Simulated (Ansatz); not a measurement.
**K: energy and stress against strain**

Aim: for K, see how energy and stress answer to the strain pattern (1, 1, 0, 0, 0, 0).

Computed with Ansatz 0.2.0 (DFT PBE, scalar-relativistic, plane waves, PAW, unless a step's input says otherwise).

**1. The structure to begin with**

It takes space group Im-3m (No. 229, cubic). Conventional cell: a = 5.236 Å, b = 5.236 Å, c = 5.236 Å, α = 90.00°, β = 90.00°, γ = 90.00°.

Coordinates:

```xyz
1
Lattice="-2.6180 2.6180 2.6180 2.6180 -2.6180 2.6180 2.6180 2.6180 -2.6180" Properties=species:S:1:pos:R:3 pbc="T T T"
K     0.0000    0.0000    0.0000
```

No relaxation comes first: the listed cell is the starting point.

**2. Next: energy and stress against strain**

The cell is strained by ε times the Voigt pattern (1, 1, 0, 0, 0, 0) (xx, yy, zz, yz, xz, xy; engineering shear), with fractional coordinates fixed (clamped ions). The stress on the pattern is the sum of the stress components weighted by it, tension positive.

**3. Point ε = -0.1000**

File input.yaml:

```yaml
crystal:
  lattice:
    - [-2.3562, 2.3562, 2.618]
    - [2.3562, -2.3562, 2.618]
    - [2.3562, 2.3562, -2.618]
  atoms:
    - { symbol: K, position: [0.0, 0.0, 0.0] }
basis:
  ecutwfc: 420
kpoints:
  mp_grid: { grid: [14, 14, 14] }
hamiltonian:
  xc: pbe
scf:
  occupations: { method: gaussian, width: 0.15 }
output:
  forces: true
  stress: true
  eigenvalues: true
```

On the command line:

```sh
$ ansatz run input.yaml --threads 1 --pin off --max-ram 2560MiB --backend cpu --events-out ev --progress --plain --runs-dir out
```

**4. At ε = 0.0750**

Edit input.yaml of step 3 so:

```diff
@@ -2,5 +2,5 @@
   lattice:
-    - [-2.3562, 2.3562, 2.618]
-    - [2.3562, -2.3562, 2.618]
-    - [2.3562, 2.3562, -2.618]
+    - [-2.81435, 2.81435, 2.618]
+    - [2.81435, -2.81435, 2.618]
+    - [2.81435, 2.81435, -2.618]
   atoms:
```

**5. ε = -0.0500**

Edit input.yaml of step 4 so:

```diff
@@ -2,5 +2,5 @@
   lattice:
-    - [-2.81435, 2.81435, 2.618]
-    - [2.81435, -2.81435, 2.618]
-    - [2.81435, 2.81435, -2.618]
+    - [-2.4871, 2.4871, 2.618]
+    - [2.4871, -2.4871, 2.618]
+    - [2.4871, 2.4871, -2.618]
   atoms:
@@ -19 +19,5 @@
   eigenvalues: true
+  write_density: true
+  write_potential: true
+  elf: true
+  volumetric_format: npy
```

**6. At ε = 0.0250**

File input.yaml:

```yaml
crystal:
  lattice:
    - [-2.68345, 2.68345, 2.618]
    - [2.68345, -2.68345, 2.618]
    - [2.68345, 2.68345, -2.618]
  atoms:
    - { symbol: K, position: [0.0, 0.0, 0.0] }
basis:
  ecutwfc: 420
kpoints:
  mp_grid: { grid: [14, 14, 14] }
hamiltonian:
  xc: pbe
scf:
  occupations: { method: gaussian, width: 0.15 }
output:
  forces: true
  stress: true
  eigenvalues: true
```

**7. At ε = 0.1000**

Edit input.yaml of step 6 so:

```diff
@@ -2,5 +2,5 @@
   lattice:
-    - [-2.68345, 2.68345, 2.618]
-    - [2.68345, -2.68345, 2.618]
-    - [2.68345, 2.68345, -2.618]
+    - [-2.8798, 2.8798, 2.618]
+    - [2.8798, -2.8798, 2.618]
+    - [2.8798, 2.8798, -2.618]
   atoms:
```

**8. At ε = -0.0750**

Edit input.yaml of step 7 so:

```diff
@@ -2,5 +2,5 @@
   lattice:
-    - [-2.8798, 2.8798, 2.618]
-    - [2.8798, -2.8798, 2.618]
-    - [2.8798, 2.8798, -2.618]
+    - [-2.42165, 2.42165, 2.618]
+    - [2.42165, -2.42165, 2.618]
+    - [2.42165, 2.42165, -2.618]
   atoms:
```

**9. ε = 0.0500**

Edit input.yaml of step 8 so:

```diff
@@ -2,5 +2,5 @@
   lattice:
-    - [-2.42165, 2.42165, 2.618]
-    - [2.42165, -2.42165, 2.618]
-    - [2.42165, 2.42165, -2.618]
+    - [-2.7489, 2.7489, 2.618]
+    - [2.7489, -2.7489, 2.618]
+    - [2.7489, 2.7489, -2.618]
   atoms:
```

**10. At ε = -0.0250**

Edit input.yaml of step 9 so:

```diff
@@ -2,5 +2,5 @@
   lattice:
-    - [-2.7489, 2.7489, 2.618]
-    - [2.7489, -2.7489, 2.618]
-    - [2.7489, 2.7489, -2.618]
+    - [-2.55255, 2.55255, 2.618]
+    - [2.55255, -2.55255, 2.618]
+    - [2.55255, 2.55255, -2.618]
   atoms:
```

**11. Point ε = 0.0875**

File input.yaml:

```yaml
crystal:
  lattice:
    - [-2.847075, 2.847075, 2.618]
    - [2.847075, -2.847075, 2.618]
    - [2.847075, 2.847075, -2.618]
  atoms:
    - { symbol: K, position: [0.0, 0.0, 0.0] }
basis:
  ecutwfc: 420
kpoints:
  mp_grid: { grid: [14, 14, 14] }
hamiltonian:
  xc: pbe
scf:
  occupations: { method: gaussian, width: 0.15 }
output:
  forces: true
  stress: true
  eigenvalues: true
  write_density: true
  write_potential: true
  elf: true
  volumetric_format: npy
```

(Steps that only read results are left out.)

**Question.** What will these runs give? Wanted: slope of the stress at ε = 0, over ±0.0250.

As calculated:

```
                                  quantity   value
slope of the stress at ε = 0, over ±0.0250  17 GPa
```

In words: From the stress slope, C11 + C22 + 2 C12 is about 17 GPa with the ions clamped. The undisturbed cell stays the lowest of the sampled points. Compression costs more than tension: 54.3 against 20.3 meV/atom at the ends.
